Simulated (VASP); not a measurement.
Wanted: the native input for a VASP 6.6.1 run.

```
Task                   : single point
Functional             : PBE
Potentials or basis    : VASP PAW PBE potentials, release 64 (Ga_d)
Cutoff                 : 520 eV
k mesh                 : 6 × 6 × 4
Occupations            : gaussian, width 0.1 eV
Spin                   : no spin polarisation
Dipole correction      : no
Further INCAR settings : ALGO = Fast; EDIFF = 1e-07; NBANDS = 26
```

The structure of Ga lies in POSCAR:

```
Ga
1.0
    4.1707173314      0.0000000000      0.0000000000
   -2.0853586657      3.6119471610      0.0000000000
    0.0000000000      0.0000000000      3.9711181043
Ga
3
Direct
    0.3333272154      0.0000000000      0.3333333333
    0.0000000000      0.3333272154      0.6666666667
    0.6666727846      0.6666727846      0.0000000000
```

The cell was built by a generator and needn't be a form met in nature.

The input as run:

INCAR

```
ALGO = Fast
EDIFF = 1E-7
ENCUT = 520
GGA = PE
ISIF = 2
ISMEAR = 0
LASPH = True
LCHARG = True
LELF = True
LREAL = False
LVHAR = True
LWAVE = False
NBANDS = 26
NELM = 100
PREC = Accurate
SIGMA = 0.1
```

KPOINTS

```
k-points
0
Gamma
  6 6 4
```

Potentials or basis: VASP PAW PBE potentials, release 64 (Ga_d).

Command:

```sh
$ cat potpaw_PBE.64/Ga_d/POTCAR > POTCAR
$ mpirun -np 1 vasp_std > vasp.out
```

It gave:

```
Pressure               : 0.1 GPa
Band gap on the k mesh : none (metal or under the smearing width)
```

Caveat: the k mesh is coarse (spacing up to 0.40 Å⁻¹), so the values aren't converged.

It took 32 s on 1 thread of Intel(R) Xeon(R) Platinum 8488C (Sapphire Rapids), on a shared host, peak memory 0.17 GiB.
